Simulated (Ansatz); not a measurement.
# NiSb: changing the Hubbard U on Ni d

```
Sb Ni
1.0
     3.92800    0.00000    0.00000
    -1.96400    3.40175    0.00000
     0.00000    0.00000    5.12000
Sb Ni
2 2
Direct
  0.66667 0.33333 0.75000
  0.33333 0.66667 0.25000
  0.00000 0.00000 0.50000
  0.00000 0.00000 0.00000
```

Kept alike: task band structure; functional r2SCAN; k mesh 8 × 8 × 5; occupations fermi-dirac, width 0.05 eV; collinear spin, ferromagnetic start. Program: Ansatz, Ansatz PAW, cutoff 500 eV. The mesh is that of the run's cell of 4 atoms. No spin-orbit coupling.

```csv
"Hubbard U on Ni d, U (eV)",pressure (GPa)
0,0.14
1,-0.10
2,-0.30
3,-0.48
4,-0.63
5,?
6,-0.87
8,-1.00
```

Pressure is positive in compression, with a Pulay correction for the finite cutoff. For a metal such a mesh leaves the last digits unconverged. How U acts hangs on the program's projectors. The moments vanished: the runs ended non-magnetic. All rows use potentials made for PBE. U is the effective U - J on orthogonalised atomic projectors. Double counting: fully localised limit (the default).

Question: Fit the rows shown and predict the run at 5 eV.

Answer: A least-squares parabola through the rows shown is pressure = 0.01266 U² - 0.2434 U + 0.136 (largest miss 0.005); at U = 5 it gives -0.76 GPa. The run gave: pressure -0.76 GPa.
